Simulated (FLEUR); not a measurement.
Input of a FLEUR MaX-R8.1 (later development tree) run:

inp.xml

```xml
<?xml version="1.0" encoding="UTF-8" standalone="no"?>
<fleurInput fleurInputVersion="0.39">
   <comment>
      Pt                                                                                                  
   </comment>
   <calculationSetup>
      <cutoffs Kmax="4.12" Gmax="12.8" GmaxXC="12.8" numbands="0"/>
      <scfLoop itmax="60" minDistance="0.00001" maxIterBroyd="15" imix="Anderson" alpha="0.05" precondParam="0.0" spinf="2.0" sdNocoIR="T"/>
      <coreElectrons ctail="T" frcor="F" kcrel="0" coretail_lmax="0"/>
      <xcFunctional name="PBEs" relativisticCorrections="F"/>
      <magnetism jspins="1"/>
      <soc l_soc="F" theta="0.0" phi="0.0" spav="F"/>
      <expertModes spex="0" secvar="F"/>
      <geometryOptimization l_f="T" forcealpha="1.0" forcemix="BFGS" epsdisp="0.0005" epsforce="0.0002"/>
      <ldaU l_linMix="F" mixParam="0.05" spinf="1.0"/>
   </calculationSetup>
   <cell>
      <bzIntegration valenceElectrons="18.0" mode="hist" fermiSmearingEnergy="0.00183747">
         <kPointListSelection listName="default-1"/>
         <!-- k-points included here -->
         <xi:include xmlns:xi="http://www.w3.org/2001/XInclude" href="kpts.xml"> </xi:include>
      </bzIntegration>
      <!-- symmetry operations included here -->
      <xi:include xmlns:xi="http://www.w3.org/2001/XInclude" href="sym.xml"> </xi:include>
      <bulkLattice scale="1.0">
         <bravaisMatrix>
            <row-1>    0.0000000000000000     3.7055639577281401     3.7055639577281401</row-1>
            <row-2>    3.7055639577281401     0.0000000000000000     3.7055639577281401</row-2>
            <row-3>    3.7055639577281401     3.7055639577281401     0.0000000000000000</row-3>
         </bravaisMatrix>
      </bulkLattice>
   </cell>
   <atomSpecies>
      <species name="Platinum (Pt)" element="Pt" atomicNumber="78">
         <mtSphere radius="2.38" gridPoints="803" logIncrement="0.017"/>
         <atomicCutoffs lmax="10" lnonsphr="10"/>
         <electronConfig flipSpins="F">
            <coreConfig>(1s1/2) (2s1/2) (2p1/2) (2p3/2) (3s1/2) (3p1/2) (3p3/2) (4s1/2) (3d3/2) (3d5/2) (4p1/2) (4p3/2) (4d3/2) (4d5/2) (4f5/2) (4f7/2)</coreConfig>
            <valenceConfig>(5s1/2) (5p1/2) (5p3/2) (6s1/2) (5d3/2) (5d5/2)</valenceConfig>
            <stateOccupation state="(6s1/2)" spinUp="0.500000" spinDown="0.500000"/>
            <stateOccupation state="(5d3/2)" spinUp="1.800000" spinDown="1.800000"/>
            <stateOccupation state="(5d5/2)" spinUp="2.700000" spinDown="2.700000"/>
         </electronConfig>
         <energyParameters s="6" p="6" d="5" f="5"/>
         <lo type="SCLO" l="0" n="5" eDeriv="0"/>
         <lo type="SCLO" l="1" n="5" eDeriv="0"/>
         <lo type="SCLO" l="1" n="5" eDeriv="1"/>
         <lo type="SCLO" l="2" n="5" eDeriv="2"/>
         <lo type="SCLO" l="3" n="5" eDeriv="2"/>
      </species>
   </atomSpecies>
   <atomGroups>
      <atomGroup species="Platinum (Pt)">
         <relPos label="                   1">.0000000000 .0000000000 .0000000000</relPos>
         <force calculate="T" relaxXYZ="TTT"/>
      </atomGroup>
   </atomGroups>
   <output dos="F" band="F" slice="F">
      <checks vchk="F" cdinf="F"/>
      <bandDOS minEnergy="-.5*Htr" maxEnergy="0.5*Htr" sigma="0.015" storeEVData="T"/>
      <vacuumDOS vacdos="F" integ="F" star="F" nstars="0" locx1="0.0" locy1="0.0" locx2="0.0" locy2="0.0" nstm="0" tworkf="0.0"/>
      <unfoldingBand unfoldBand="F" supercellX="1" supercellY="1" supercellZ="1"/>
      <plotting iplot="0" polar="F">
         <plot TwoD="T" vec1="  1.0  0.0  0.0" vec2="  0.0  1.0  0.0" vec3="  0.0  0.0  1.0" zero="  0.0  0.0  0.0" file="plot"/>
      </plotting>
      <chargeDensitySlicing numkpt="0" minEigenval="0.0" maxEigenval="0.0" nnne="0" pallst="F"/>
      <specialOutput eonly="F"/>
      <moessbauerParams electricFieldGradient="T" isomerShift="T" coreHyperfine="T" valenceHyperfine="T"/>
      <magneticCircularDichroism mcd="F" energyLo="-10.0" energyUp="0.0"/>
   </output>
  <!-- We include the file relax.xml here to enable relaxations (see documentation) -->
  <xi:include xmlns:xi="http://www.w3.org/2001/XInclude" href="relax.xml"> <xi:fallback/> </xi:include>
</fleurInput>
```

crystal.txt

```
Pt
&input cartesian=F /
0.0000000000  1.9609000000  1.9609000000
1.9609000000  0.0000000000  1.9609000000
1.9609000000  1.9609000000  0.0000000000
1.8897261246
1.0 1.0 1.0

1
78 0.0000000000  0.0000000000  0.0000000000

&kpt div1=12 div2=12 div3=12 gamma=T /
```

Potentials or basis: all-electron, FLAPW.

Run with:

```bash
$ inpgen -f crystal.txt -profile fastHighL
$ # inp.xml edited to the form shown
$ fleur_MPI
```

Q: Estimate the band gap on the k mesh.

A: None (metal or under the smearing width).

Core levels (eV from the Fermi level):
```tsv
atom	levels
1 Pt	1s1/2 -78284.7, 2s1/2 -13739.9, 2p1/2 -13168.1, 2p3/2 -11439.8, 3s1/2 -3224.7, 3p1/2 -2968.4, 3p3/2 -2588.5, 4s1/2 -690.4, 3d3/2 -2161.9, 3d5/2 -2080.0, 4p1/2 -581.7, 4p3/2 -491.1, 4d3/2 -313.2, 4d5/2 -296.4, 4f5/2 -69.0, 4f7/2 -65.6
```

Spin-orbit coupling is left out, which matters for the levels of Pt.
